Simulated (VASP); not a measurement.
BP (strained zincblende): one r²SCAN single-point calculation in two programs

```xyz
2
Lattice="0.0000 2.2003 2.2003 2.2003 0.0000 2.2003 2.2003 2.2003 0.0000" Properties=species:S:1:pos:R:3 pbc="T T T"
B     0.0000    0.0000    0.0000
P     1.1001    1.1001    1.1001
```

The two codes use different PAW datasets and cutoffs. VASP's cell holds 8 valence electrons and Ansatz's 8. Ansatz's stress includes a Pulay correction; VASP's doesn't.

Cutoffs: 520 eV in VASP, 500 eV in Ansatz. k meshes: 10×10×10 and 10×10×10.

```json
{"": "gap between bands v and c", "VASP": "1.30 eV", "Ansatz": "1.27 eV"}
{"": "least direct gap", "VASP": "3.80 eV", "Ansatz": "3.76 eV"}
{"": "pressure", "VASP": "17.7 GPa", "Ansatz": "18.3 GPa"}
```

Band v is the last that the valence electrons fill when counted band by band, and c is the next. Levels in eV from the top of v, Ansatz:

| point | v−1 | v | c | c+1 |
| --- | --- | --- | --- | --- |
| Γ | 0.00 | 0.00 | 3.76 | 3.76 |
| X | -4.71 | -4.71 | 1.31 | 1.82 |
| K | -7.14 | -4.01 | 2.28 | 6.64 |
| L | -1.98 | -1.98 | 4.70 | 5.04 |
| W | -6.50 | -6.30 | 5.73 | 7.40 |

VASP:

| point | v−1 | v | c | c+1 |
| --- | --- | --- | --- | --- |
| Γ | 0.00 | 0.00 | 3.80 | 3.80 |
| X | -4.70 | -4.70 | 1.35 | 1.83 |
| K | -7.12 | -4.00 | 2.31 | 6.67 |
| L | -1.98 | -1.98 | 4.74 | 5.09 |
| W | -6.48 | -6.29 | 5.77 | 7.43 |
